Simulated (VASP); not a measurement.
A run of VASP 6.6.1:

The input POSCAR:

```
InPd
1.0
    3.2718847800      0.0000000000      0.0000000000
    0.0000000000      3.2718847800      0.0000000000
    0.0000000000      0.0000000000      3.2718847800
In Pd
1 1
Direct
    0.0000000000      0.0000000000      0.0000000000
    0.5000000000      0.5000000000      0.5000000000
```

INCAR.step1

```
ALGO = Normal
EDIFF = 1E-5
ENCUT = 520
GGA = PE
GGA_COMPAT = F
ISIF = 2
ISMEAR = -1
LASPH = T
LCHARG = F
LMAXMIX = 4
LORBIT = 11
LREAL = F
LSORBIT = T
LWAVE = T
MAGMOM = 0 0 0 0 0 0
NBANDS = 35
NELM = 80
PREC = Accurate
SIGMA = 0.05
```

Contents of INCAR.step2:

```
ALGO = Normal
EDIFF = 1E-6
ENCUT = 520
GGA_COMPAT = F
ISIF = 2
ISMEAR = -1
ISTART = 1
LASPH = T
LCHARG = F
LMAXMIX = 4
LORBIT = 11
LREAL = F
LSORBIT = T
LWAVE = F
MAGMOM = 0 0 0 0 0 0
METAGGA = MBJ
NBANDS = 35
NELM = 80
PREC = Accurate
SIGMA = 0.05
```

File KPOINTS:

```
k-points
0
Gamma
  6 6 6
```

Contents of KPOINTS_OPT:

```
path GXMGRX,MR
10
line-mode
reciprocal
 0.0000000000  0.0000000000  0.0000000000  G
 0.0000000000  0.5000000000  0.0000000000  X

 0.0000000000  0.5000000000  0.0000000000  X
 0.5000000000  0.5000000000  0.0000000000  M

 0.5000000000  0.5000000000  0.0000000000  M
 0.0000000000  0.0000000000  0.0000000000  G

 0.0000000000  0.0000000000  0.0000000000  G
 0.5000000000  0.5000000000  0.5000000000  R

 0.5000000000  0.5000000000  0.5000000000  R
 0.0000000000  0.5000000000  0.0000000000  X

 0.5000000000  0.5000000000  0.0000000000  M
 0.5000000000  0.5000000000  0.5000000000  R
```

Potentials or basis: VASP PAW PBE potentials, release 64 (In_d, Pd).

The run is started by

```console
$ cat potpaw_PBE.64/In_d/POTCAR potpaw_PBE.64/Pd/POTCAR > POTCAR
$ cp INCAR.step1 INCAR
$ mpirun -np 1 vasp_ncl > vasp.out
$ cp INCAR.step2 INCAR
$ mpirun -np 1 vasp_ncl > vasp.out
```

Hardware: 1 thread of Intel(R) Xeon(R) Platinum 8559C (Emerald Rapids), with other jobs on the host.

Question: Estimate the wall time of this run.

Answer: It took 2.4 min on 1 thread of Intel(R) Xeon(R) Platinum 8559C (Emerald Rapids) (shared host), peak memory 0.26 GiB. Counts: scf iterations 62, k points 20.
